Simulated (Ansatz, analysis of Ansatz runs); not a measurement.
# [AlO4]0 centre in alpha-quartz: hyperfine coupling, PBEsol

Subject: [AlO4]0 centre in alpha-quartz. Wanted: its hyperfine coupling, in one set-up (PBEsol, 72-site cell, PBEsol lattice, 420 eV, k: the single point 1/4 1/4 1/4 then 2x2x2 shifted 0.5 0.5 0.5, started with the impurity moved along one bond). The model is a cell of 72 host atoms with 1 Si taken out and 1 Al put in. The isotropic coupling follows from the spin density at the nucleus, the nuclear g-factor and the total spin. A local or semilocal functional is the cheapest first rung.

What was measured. 17O that bears the hole, isotropic, printed as -26.0 G: -72.86 MHz, by EPR (quoted in “Hybrid functional calculations of the Al impurity in α-quartz: Hole localization and electron paramagnetic resonance parameters”, 2011, Roland Gillen and John Robertson, quoting earlier work (1981)). 27Al, isotropic, printed as -5.8 G: -16.25 MHz, by EPR (quoted in “Hybrid functional calculations of the Al impurity in α-quartz: Hole localization and electron paramagnetic resonance parameters”, 2011, Roland Gillen and John Robertson, quoting earlier work (1981)).

Main program and level: Ansatz 0.2.0; plane-wave PAW DFT, PBEsol; relaxation of all atoms of a defect supercell.

## (1) Starting point

The cell holds 72 atoms: 23 Si, 48 O and 1 Al. Cell: a = 9.895 Å, b = 9.895 Å, c = 10.881 Å, α = 90.0°, β = 90.0°, γ = 120.0°. It derives from SiO2 (space group P3_221). Nearest the centre at fractional (0.265, 0.265, 0.500): Al12 at 0.10 Å, O15 at 1.62 Å, O9 at 1.62 Å, O4 at 1.62 Å, O16 at 1.74 Å, Si47 at 3.08 Å, Si19 at 3.08 Å, Si11 at 3.08 Å.

The host's primitive cell comes from a first run (plane-wave PAW DFT, PBEsol; relaxation of the host's cell and atoms): vectors of 4.948, 4.948 and 5.441 Å. That is 12.82 Å³ an atom, 1.9 % over the diffraction cell's volume. The supercell is built on it.

## (2) Relaxation, charge 0

Every later number rests on the structure around the defect, so the atoms are relaxed at the host's lattice first.

Input file relax/input.yaml:

```yaml
relax:
  f_tol: 0.02
  max_steps: 80
  random_displacement: { amplitude: 0.01, seed: 282 }
crystal:
  lattice:
    - [9.89538435, 0.0, 0.0]
    - [-4.94769217, 8.56965422, 0.0]
    - [0.0, 0.0, 10.88145158]
  atoms:
    - { symbol: Si, position: [0.235156968, 0.0, 0.333333333] }
    - { symbol: Si, position: [0.0, 0.235156968, 0.166666667] }
    - { symbol: Si, position: [0.264843032, 0.264843032, 0.0] }
    - { symbol: O, position: [0.206257891, 0.133500935, 0.392738093] }
    - { symbol: O, position: [0.366499065, 0.072756956, 0.226071426] }
    - { symbol: O, position: [0.427243044, 0.293742109, 0.059404759] }
    - { symbol: O, position: [0.133500935, 0.206257891, 0.107261907] }
    - { symbol: O, position: [0.072756956, 0.366499065, 0.273928574] }
    - { symbol: O, position: [0.293742109, 0.427243044, 0.440595241] }
    - { symbol: Si, position: [0.235156968, 0.0, 0.833333333] }
    - { symbol: Si, position: [0.0, 0.235156968, 0.666666667] }
    - { symbol: Al, position: [0.272935935, 0.268437109, 0.493392426] }
    - { symbol: O, position: [0.206257891, 0.133500935, 0.892738093] }
    - { symbol: O, position: [0.366499065, 0.072756956, 0.726071426] }
    - { symbol: O, position: [0.427243044, 0.293742109, 0.559404759] }
    - { symbol: O, position: [0.123793181, 0.201940331, 0.615192834] }
    - { symbol: O, position: [0.072756956, 0.366499065, 0.773928574] }
    - { symbol: O, position: [0.293742109, 0.427243044, 0.940595241] }
    - { symbol: Si, position: [0.235156968, 0.5, 0.333333333] }
    - { symbol: Si, position: [0.0, 0.735156968, 0.166666667] }
    - { symbol: Si, position: [0.264843032, 0.764843032, 0.0] }
    - { symbol: O, position: [0.206257891, 0.633500935, 0.392738093] }
    - { symbol: O, position: [0.366499065, 0.572756956, 0.226071426] }
    - { symbol: O, position: [0.427243044, 0.793742109, 0.059404759] }
    - { symbol: O, position: [0.133500935, 0.706257891, 0.107261907] }
    - { symbol: O, position: [0.072756956, 0.866499065, 0.273928574] }
    - { symbol: O, position: [0.293742109, 0.927243044, 0.440595241] }
    - { symbol: Si, position: [0.235156968, 0.5, 0.833333333] }
    - { symbol: Si, position: [0.0, 0.735156968, 0.666666667] }
    - { symbol: Si, position: [0.264843032, 0.764843032, 0.5] }
    - { symbol: O, position: [0.206257891, 0.633500935, 0.892738093] }
    - { symbol: O, position: [0.366499065, 0.572756956, 0.726071426] }
    - { symbol: O, position: [0.427243044, 0.793742109, 0.559404759] }
    - { symbol: O, position: [0.133500935, 0.706257891, 0.607261907] }
    - { symbol: O, position: [0.072756956, 0.866499065, 0.773928574] }
    - { symbol: O, position: [0.293742109, 0.927243044, 0.940595241] }
    - { symbol: Si, position: [0.735156968, 0.0, 0.333333333] }
    - { symbol: Si, position: [0.5, 0.235156968, 0.166666667] }
    - { symbol: Si, position: [0.764843032, 0.264843032, 0.0] }
    - { symbol: O, position: [0.706257891, 0.133500935, 0.392738093] }
    - { symbol: O, position: [0.866499065, 0.072756956, 0.226071426] }
    - { symbol: O, position: [0.927243044, 0.293742109, 0.059404759] }
    - { symbol: O, position: [0.633500935, 0.206257891, 0.107261907] }
    - { symbol: O, position: [0.572756956, 0.366499065, 0.273928574] }
    - { symbol: O, position: [0.793742109, 0.427243044, 0.440595241] }
    - { symbol: Si, position: [0.735156968, 0.0, 0.833333333] }
    - { symbol: Si, position: [0.5, 0.235156968, 0.666666667] }
    - { symbol: Si, position: [0.764843032, 0.264843032, 0.5] }
    - { symbol: O, position: [0.706257891, 0.133500935, 0.892738093] }
    - { symbol: O, position: [0.866499065, 0.072756956, 0.726071426] }
    - { symbol: O, position: [0.927243044, 0.293742109, 0.559404759] }
    - { symbol: O, position: [0.633500935, 0.206257891, 0.607261907] }
    - { symbol: O, position: [0.572756956, 0.366499065, 0.773928574] }
    - { symbol: O, position: [0.793742109, 0.427243044, 0.940595241] }
    - { symbol: Si, position: [0.735156968, 0.5, 0.333333333] }
    - { symbol: Si, position: [0.5, 0.735156968, 0.166666667] }
    - { symbol: Si, position: [0.764843032, 0.764843032, 0.0] }
    - { symbol: O, position: [0.706257891, 0.633500935, 0.392738093] }
    - { symbol: O, position: [0.866499065, 0.572756956, 0.226071426] }
    - { symbol: O, position: [0.927243044, 0.793742109, 0.059404759] }
    - { symbol: O, position: [0.633500935, 0.706257891, 0.107261907] }
    - { symbol: O, position: [0.572756956, 0.866499065, 0.273928574] }
    - { symbol: O, position: [0.793742109, 0.927243044, 0.440595241] }
    - { symbol: Si, position: [0.735156968, 0.5, 0.833333333] }
    - { symbol: Si, position: [0.5, 0.735156968, 0.666666667] }
    - { symbol: Si, position: [0.764843032, 0.764843032, 0.5] }
    - { symbol: O, position: [0.706257891, 0.633500935, 0.892738093] }
    - { symbol: O, position: [0.866499065, 0.572756956, 0.726071426] }
    - { symbol: O, position: [0.927243044, 0.793742109, 0.559404759] }
    - { symbol: O, position: [0.633500935, 0.706257891, 0.607261907] }
    - { symbol: O, position: [0.572756956, 0.866499065, 0.773928574] }
    - { symbol: O, position: [0.793742109, 0.927243044, 0.940595241] }
basis:
  ecutwfc: 420
  xc_grid: 2
hamiltonian:
  xc: pbesol
kpoints:
  mp_grid: { grid: [1, 1, 1], shift: [0.25, 0.25, 0.25] }
magnetization:
  spin_polarized: true
  initial_magnetization: 1
  spin_locking: { lock_magnetization: hard }
scf:
  occupations: { method: fermi_dirac, width: 0.01 }
  max_iter: 120
output:
  forces: true
checkpoint:
  write: "../relax.run"
  compress: false
  write_wavefunctions: true
  write_every: 100000
```

Command:

```bash
$ ansatz run input.yaml --threads 2 --pin off --max-ram 3768MiB --backend cpu --events-out ev --progress --plain --runs-dir out
```

Numbers of over 12 decimals in the logs are rounded to 6 here.

What it wrote:

```text
[... repeated set-up lines and file paths are left out, and long positions are rounded to six places ...]
Engine: ansatz 0.2.0, x86_64-unknown-linux-gnu
Pseudopotentials: kind: paw
Pseudopotential: Si, paw, valence charge 4, recommended cutoff 420 eV (normal), Si.paw.azcp
Pseudopotential: O, paw, valence charge 6, recommended cutoff 420 eV (normal), O.paw.azcp
Pseudopotential: Al, paw, valence charge 3, recommended cutoff 420 eV (normal), Al.paw.azcp
Functional definition: PBEsol
  exchange = pbesol_x
  correlation = pbesol_c
Crystal: 72 atoms, lattice volume = 922.747 Å³
Basis set: ecut = 420 eV, 18049 PW (Γ), exchange–correlation on 144×144×150 points (8 copies of the dense FFT grid, shifted against one another)
Bands: 264, of which v1, the nominal top of the filled ones, is band 192 counted from 1 (191 counted from 0)
Symmetry: 1 space group operations
k-points: 1
Non-local potential: Si, projectors of the file, l = 0: 2, l = 1: 2, l = 2: 2
Non-local potential: O, projectors of the file, l = 0: 2, l = 1: 2, l = 2: 1
Non-local potential: Al, projectors of the file, l = 0: 2, l = 1: 2, l = 2: 1
PAW form: soft (Blöchl's): semilocal exchange-correlation on the pseudo side does not see the compensation charge
PAW frozen core: Si, regenerated for the run's functional, and the local potential with it (the file was generated under x = pbe(κ = 0.804, μ = 0.219515), c = pbe(β = 0.066725))
PAW frozen core: O, regenerated for the run's functional, and the local potential with it (the file was generated under x = pbe(κ = 0.804, μ = 0.219515), c = pbe(β = 0.066725))
PAW frozen core: Al, regenerated for the run's functional, and the local potential with it (the file was generated under x = pbe(κ = 0.804, μ = 0.219515), c = pbe(β = 0.066725))
PAW one-centre angular grid: Si, 110 points (default); XC on 64 Gauss nodes
PAW one-centre angular grid: O, 110 points (default); XC on 64 Gauss nodes
PAW one-centre angular grid: Al, 110 points (default); XC on 64 Gauss nodes
Initial density: superposition of atomic densities (chi_scale 0.1, normalization cell, long waves kept (reshape's long-wave potential 0.03 eV rms))
Starting moments: Σ|m| = 1 μB on 72 of 72 sites
Initial wavefunctions: pseudopotential atomic-orbital guess
Functional: x = pbesol(κ = 0.804, μ = 0.123457), c = pbesol(β = 0.046)
SCF iter   1: F=—  HF=-41853.965784 eV  |F-HF|=—  |Δ(HF+E_count)|=         —  Δρ=6.03e-2 (↑6.03e-2 ↓5.93e-2)  dr2=1.24e2  dr2_m=1.53e-2  M=1.000 μB ∫|m|=1.007 μB  β_m=0.30  ethr=3.10e-3  ⟨swp⟩=6.0  Hψ=2144  notcnv=0  defer=120
preconditioner: auto → Kerker (q_TF=auto, 2.356 Å⁻¹)  [metal: Δε(μ)=0.007 eV  Ē_g=17.729 eV  σ=0.010 eV  W_gap=0.16  n_scr=212 (ndim 8)  ℏωp=23.9 eV  f_vac=0.004  D(μ)=53.91/eV (n_scr^D=562)]
spin=Collinear: Kerker preconditioning applied to the charge; magnetization (m = ρ↑ − ρ↓) channel mixes plain (no charge-response kernel on spin).
SCF iter   2: F=—  HF=-41827.971932 eV  |F-HF|=—  |Δ(HF+E_count)|=    2.60e1  Δρ=3.31e-2 (↑3.31e-2 ↓3.31e-2)  dr2=3.92e1  dr2_m=1.27e-1  M=1.000 μB ∫|m|=1.035 μB  β_m=0.46  ethr=3.10e-3  ⟨swp⟩=2.0  Hψ=970  notcnv=0  defer=136
SCF iter   3: F=—  HF=-41818.360224 eV  |F-HF|=—  |Δ(HF+E_count)|=    9.61e0  Δρ=1.63e-2 (↑1.28e-2 ↓1.63e-2)  dr2=5.52e0  dr2_m=1.34e-1  M=1.000 μB ∫|m|=1.102 μB  β_m=0.55  ethr=3.10e-3  ⟨swp⟩=3.0  Hψ=790  notcnv=0  defer=136
SCF iter   4: F=—  HF=-41818.122143 eV  |F-HF|=—  |Δ(HF+E_count)|=   2.38e-1  Δρ=1.60e-2 (↑6.63e-3 ↓1.60e-2)  dr2=4.21e0  dr2_m=3.23e-1  M=1.000 μB ∫|m|=1.128 μB  β_m=0.50  ethr=1.44e-3  ⟨swp⟩=2.0  Hψ=906  notcnv=0  defer=136
SCF iter   5: F=—  HF=-41817.877113 eV  |F-HF|=—  |Δ(HF+E_count)|=   2.45e-1  Δρ=1.17e-2 (↑1.90e-3 ↓1.17e-2)  dr2=1.83e0  dr2_m=2.65e-1  M=1.000 μB ∫|m|=1.123 μB  β_m=0.41  ethr=1.10e-3  ⟨swp⟩=2.0  Hψ=863  notcnv=0  defer=136
SCF iter   6: F=—  HF=-41817.790380 eV  |F-HF|=—  |Δ(HF+E_count)|=   8.67e-2  Δρ=6.45e-3 (↑1.52e-3 ↓6.45e-3)  dr2=4.39e-1  dr2_m=7.81e-2  M=1.000 μB ∫|m|=1.105 μB  β_m=0.37  ethr=4.77e-4  ⟨swp⟩=2.0  Hψ=396  notcnv=0  defer=136
SCF iter   7: F=—  HF=-41817.784086 eV  |F-HF|=—  |Δ(HF+E_count)|=   6.29e-3  Δρ=4.05e-3 (↑1.26e-3 ↓4.05e-3)  dr2=1.89e-1  dr2_m=3.32e-2  M=1.000 μB ∫|m|=1.101 μB  β_m=0.49  ethr=1.15e-4  ⟨swp⟩=2.0  Hψ=606  notcnv=0  defer=136
SCF iter   8: F=—  HF=-41817.809505 eV  |F-HF|=—  |Δ(HF+E_count)|=   2.54e-2  Δρ=2.61e-3 (↑7.20e-4 ↓2.61e-3)  dr2=8.03e-2  dr2_m=1.40e-2  M=1.000 μB ∫|m|=1.088 μB  β_m=0.54  ethr=4.93e-5  ⟨swp⟩=2.5  Hψ=658  notcnv=0  defer=136
SCF iter   9: F=—  HF=-41817.830767 eV  |F-HF|=—  |Δ(HF+E_count)|=   2.13e-2  Δρ=1.94e-3 (↑6.35e-4 ↓1.94e-3)  dr2=5.80e-2  dr2_m=5.25e-3  M=1.000 μB ∫|m|=1.090 μB  β_m=0.43  ethr=2.10e-5  ⟨swp⟩=3.0  Hψ=699  notcnv=0  defer=136
SCF iter  10: F=—  HF=-41817.829023 eV  |F-HF|=—  |Δ(HF+E_count)|=   1.74e-3  Δρ=8.88e-4 (↑2.54e-4 ↓8.88e-4)  dr2=6.77e-3  dr2_m=1.51e-3  M=1.000 μB ∫|m|=1.088 μB  β_m=0.44  ethr=1.52e-5  ⟨swp⟩=2.0  Hψ=800  notcnv=0  defer=136
SCF iter  11: F=—  HF=-41817.829494 eV  |F-HF|=—  |Δ(HF+E_count)|=   4.71e-4  Δρ=4.46e-4 (↑1.41e-4 ↓4.46e-4)  dr2=1.78e-3  dr2_m=3.73e-4  M=1.000 μB ∫|m|=1.089 μB  β_m=0.64  ethr=1.77e-6  ⟨swp⟩=2.0  Hψ=400  notcnv=0  defer=136
[...]
SCF iter  16: F=—  HF=-41817.830979 eV  |F-HF|=—  |Δ(HF+E_count)|=   1.22e-6  Δρ=1.12e-5 (↑3.71e-6 ↓1.12e-5)  dr2=1.95e-6  dr2_m=2.20e-7  M=1.000 μB ∫|m|=1.089 μB  β_m=0.50  ethr=1.93e-9  ⟨swp⟩=3.0  Hψ=1163  notcnv=0
SCF iter  17: F=—  HF=-41817.830979 eV  |F-HF|=—  |Δ(HF+E_count)|=   2.95e-7  Δρ=7.21e-6 (↑1.43e-6 ↓7.21e-6)  dr2=6.53e-7  dr2_m=1.04e-7  M=1.000 μB ∫|m|=1.089 μB  β_m=0.41  ethr=5.09e-10  ⟨swp⟩=2.0  Hψ=914  notcnv=0
SCF iter  18: F=-41817.830979 eV  HF=-41817.830979 eV  |F-HF|=1.00e-8  |Δ(HF+E_count)|=   4.86e-8  Δρ=1.80e-6 (↑8.10e-7 ↓1.80e-6)  dr2=4.87e-8  dr2_m=7.55e-9  M=1.000 μB ∫|m|=1.089 μB  ethr=1.70e-10  ⟨swp⟩=2.0  Hψ=873  notcnv=0
SCF 1 converged in 18 iterations: F = -41817.830979 eV  dr2 = 4.87e-8
  greatest PAW one-centre occupation: 0.870 electrons in one spin orbital (limit 2), on the O atom at site 15 (counted from 0), in its partial waves of l = 0
relax step   1: F+E_penalty+E_count = -41817.83097938 eV  Δ(F+E_penalty+E_count) = +0.000e0 eV  max|allowed force component| = 4.706e0 eV/Å  Δτ_max = 0.0000 Å  (18 SCF iters, dr2 threshold 1.00e-5 eV, accepted)
[...]
relax step   2: F+E_penalty+E_count = -41818.53098851 eV  Δ(F+E_penalty+E_count) = -7.000e-1 eV  max|allowed force component| = 2.655e0 eV/Å  Δτ_max = 0.0581 Å  (10 SCF iters, dr2 threshold 1.00e-4 eV, accepted)
relax step   3: F+E_penalty+E_count = -41819.02678898 eV  Δ(F+E_penalty+E_count) = -4.958e-1 eV  max|allowed force component| = 1.921e-1 eV/Å  Δτ_max = 0.1277 Å  (10 SCF iters, dr2 threshold 1.00e-4 eV, accepted)
relax step   4: F+E_penalty+E_count = -41819.03440484 eV  Δ(F+E_penalty+E_count) = -7.616e-3 eV  max|allowed force component| = 1.265e-1 eV/Å  Δτ_max = 0.0703 Å  (13 SCF iters, dr2 threshold 2.31e-6 eV, accepted)
relax step   5: F+E_penalty+E_count = -41819.03899780 eV  Δ(F+E_penalty+E_count) = -4.593e-3 eV  max|allowed force component| = 3.051e-2 eV/Å  Δτ_max = 0.0338 Å  (10 SCF iters, dr2 threshold 1.00e-6 eV, accepted)
[...]
relax step   6: F+E_penalty+E_count = -41819.03924150 eV  Δ(F+E_penalty+E_count) = -2.437e-4 eV  max|allowed force component| = 1.334e-2 eV/Å  Δτ_max = 0.0067 Å  (10 SCF iters, accepted)
NSCF: frozen V_eff on 1 k-points
the band table was solved once a step of the walk had ended and its energy, with any forces and stress, was formed, with the checks that follow a solve (2573 applications of the Hamiltonian). They found nothing against the state; [...]
SCF converged after 10 iterations
Stability checked in part: among states of this total moment the steps that led to this state did not find it unstable. No probe was made; neither looks for a lower state of another moment (fixed_total_moment; see scf.lower_state_search)
Magnetization: 1.0000 μB (192.0000 up, 191.0000 down)
Absolute magnetization: 1.1020 μB (∫|ρ↑−ρ↓|, with the PAW one-centre terms)
Spin contamination: 0.0012 ħ² per cell (⟨S²⟩ above its minimum at these occupations)
Per-site moments (μB) at R_I (Å): [(-0.000867675, 0.663642), (-3.341622882333141e-5, 0.668131), (-6.108848267163024e-5, 0.668737), [... 69 left out ...]
Free energy (F): -41819.039242 eV
Harris-Foulkes:  -41819.039242 eV  (|F-HF|=3.68e-9)
Internal energy: -41819.038441 eV  (E = F + TS)
E sigma→0 (E₀):  -41819.038841 eV
Entropy (-TS):   -0.000801 eV (-0.011 meV/atom)
Fermi energy:    2.361680 (↑ 5.500914, ↓ 2.361680) eV
--- Per-component energies (eV) ---
  E_band       = -1716.671958
  E_kinetic    = 9593.045569
  E_local      = -23577.649421  (includes V_loc(G=0)·N_el)
  E_nonlocal   = 2890.423848
  E_hartree    = 8419.157731
  E_xc         = -4818.885433
  E_vxc        = -5626.196085  (∫ρ·V_xc dr)
  E_paw        = -19294.911933  (= ΣΔE_a)
  E_vpaw       = -1834.735166  (= ΣTr[D̂ρ^β])
  E_aug_tail   = 0.124196  (compensation charges beyond the density's cutoff)
  E_ewald      = -15032.781850
  E_core_change = 2.438854  (= ΣΔE_core)
  E_smearing   = -0.000801  (= −TS)
  E_closure    = 0.000000  (closes the sum)
  Σ components = -41819.039242   (vs F -41819.039242, Δ=0.00e0)
--- Forces (eV/Å), atoms counted from 1 ---
  atom   1  Si     0.00415322     0.00688874     0.00372194
  atom   2  Si    -0.00117068    -0.00150267    -0.00587831
  [... 1 atom left out ...]
  atom   4  O      0.00060478    -0.00110742    -0.00087541
  [... 4 atoms left out ...]
  atom   9  O      0.00374888    -0.00316178     0.00024808
  [... 1 atom left out ...]
  atom  11  Si    -0.00226374     0.00074561    -0.00490804
  atom  12  Al     0.00209180    -0.00360647     0.00406543
  [... 1 atom left out ...]
  atom  14  O      0.00125984     0.00170828    -0.00160700
  atom  15  O     -0.00579809    -0.00031842    -0.00171606
  atom  16  O     -0.00148871     0.00083507     0.00202156
  [... 2 atoms left out ...]
  atom  19  Si    -0.00275611     0.00873379    -0.00008469
  [... 27 atoms left out ...]
  atom  47  Si     0.00977240     0.00354745     0.00034746
  [... 25 atoms left out ...]
  max |Σ_I F_I| component: 2.17e-6 eV/Å
--- Band table (eV) ---
  k-point 0 ↑: bands = ["-16.8636", "-16.7261", "-16.6952", "-16.6400", [... 256 left out ...] "13.9508", "14.0234", "14.0702", "14.1207"]
  k-point 0 ↓: bands = ["-16.8548", "-16.7142", "-16.6860", "-16.6313", [... 256 left out ...] "13.9583", "14.0331", "14.0769", "14.1308"]
--- Relaxed structure (6 steps of the walk, 6 accepted, 0 SCFs on fresh bases) ---
  F+E_penalty+E_count = -41819.03924150 eV   max|allowed force component| = 1.334e-2 eV/Å
  atoms:
    - { symbol: Si, position: [0.232422, -0.001046, 0.330705] }
    - { symbol: Si, position: [0.001828, 0.235448, 0.167463] }
    [... 1 atom left out ...]
    - { symbol: O, position: [0.203181, 0.134435, 0.382641] }
    [... 4 atoms left out ...]
    - { symbol: O, position: [0.298448, 0.446413, 0.441244] }
    [... 1 atom left out ...]
    - { symbol: Si, position: [-0.000589, 0.233221, 0.669604] }
    - { symbol: Al, position: [0.272402, 0.272259, 0.500263] }
    [... 1 atom left out ...]
    - { symbol: O, position: [0.369264, 0.071258, 0.726632] }
    - { symbol: O, position: [0.446861, 0.297875, 0.558278] }
    - { symbol: O, position: [0.135627, 0.204380, 0.618668] }
    [... 2 atoms left out ...]
    - { symbol: Si, position: [0.232808, 0.506260, 0.331857] }
    [... 27 atoms left out ...]
    - { symbol: Si, position: [0.506824, 0.232714, 0.667910] }
    [... 25 atoms left out ...]
```

Wall time 2.8 min (2 threads of Intel Xeon Platinum 8559C (Emerald Rapids), shared host); peak memory 2.8 GiB; 5.5 min of CPU time.

(Continued in part 2 of 2.)

[Logs are printed without paths, hosts, clocks, repeated set-up lines and the standing remarks that a program may print on its own settings, such as how far it seeks lower states.]

[Hosts, paths, dates, database ids (printed as entryN), source tags and the programs' standing remarks are cut or masked in the printed files.]

[For some hosts the program warned that the k-mesh of the response run may be too coarse for force constants and the static dielectric constant; such warnings are not shown here.]
